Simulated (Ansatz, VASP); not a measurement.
# Bi: VASP beside Ansatz

```
Bi
1.0
    -1.94431    1.94431    1.94431
     1.94431   -1.94431    1.94431
     1.94431    1.94431   -1.94431
Bi
1
Direct
  0.00000 0.00000 0.00000
```

Alike in both runs: functional LDA; k mesh 11 × 11 × 11; occupations fermi-dirac, width 0.1 eV; no spin polarisation.

Ansatz relaxed the structure, and its values are those at the end. VASP's run is a single point on that final structure, the one shown.

```csv
,VASP,Ansatz
version,VASP 6.6.1,Ansatz 0.2.0
potentials or method,"VASP PAW LDA potentials, release 64 (Bi_d)","plane waves (420 eV) with PAW, scalar-relativistic"
plane-wave cutoff (eV),520,420
valence electrons in the cell,15,15
```

|  | VASP | Ansatz | Ansatz less VASP |
| --- | --- | --- | --- |
| pressure (GPa) | 0.1 | 0.0 | -0.12 |

Ansatz warned: «pseudo_functional_mismatch».
